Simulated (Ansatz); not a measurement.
# Field gradients of In₂O₃ from run to run

Cell of run 1: a computed structure from the Materials Project (it need not be an observed phase), atoms as given.

Space group R-3c:H (No. 167); a = 5.5162, c = 14.5911 Å, γ = 120.00°.

```
site  Wyckoff  site symmetry       x       y       z
  In      12c             3.  0.0000  0.0000  0.1429
   O      18e             .2  0.6298  0.9632  0.9167
```

One atom of each set is listed; the run and its k-mesh use a cell of 10 atoms with edges of 5.81, 5.81, 5.81 Å.

Relaxed positions (PBE, cell held):

In (0.0000, 0.0000, 0.1423)
O (0.6296, 0.9630, 0.9167)

All runs are DFT with Ansatz 0.2.0 (plane waves and PAW, scalar-relativistic unless spin–orbit coupling is named, Γ-centred meshes, Fermi–Dirac smearing where given) in this cell.

Run 1: PBE, atoms as given; 420 eV, 6×6×6 k-points, smearing 0.01 eV.
Run 2: r2SCAN, atoms as given; 500 eV, 6×6×6 k-points, smearing 0.01 eV.
Run 3: PBE, atoms relaxed; 420 eV, 6×6×6 k-points, smearing 0.01 eV.
Run 4: r2SCAN, at the relaxed atoms; 500 eV, 6×6×6 k-points, smearing 0.01 eV.
Run 5: r2SCAN, atoms relaxed; 500 eV, 6×6×6 k-points, smearing 0.01 eV.

```csv
run,In V_zz (η),O V_zz (η)
1,4.38 (0.00),-4.55 (0.54)
2,4.48 (0.00),-4.32 (0.55)
3,4.64 (0.00),-4.52 (0.55)
4,?,?
5,4.44 (0.00),-4.35 (0.55)
```

V_zz in 10²¹ V/m².

(1) Estimate the row of run 4.

Answers

(1) In: 4.73 (0.00); O: -4.29 (0.56). It lies nearest to run 3, from whose tensors on these sites it differs by 0.24 at most (largest principal value of the difference, on O). Taken one at a time, the positions of the atoms (as given or relaxed) move the tensors on these sites by up to 0.29 (largest principal value of the change, on In), the functional (r2SCAN with its higher cutoff) by 0.24 (O).

Without spin–orbit coupling (the program notes it for In) the gradients can shift somewhat, as the gap is small. Without spin–orbit coupling (the program notes it for In) the gradients are little affected as a rule: paired runs on crystals with a gap mostly move them by under 2 % at such atoms. The cell isn't the equilibrium one in runs 1, 3 (calculated pressure 5, 5 GPa), and the entry's cell may itself be off.
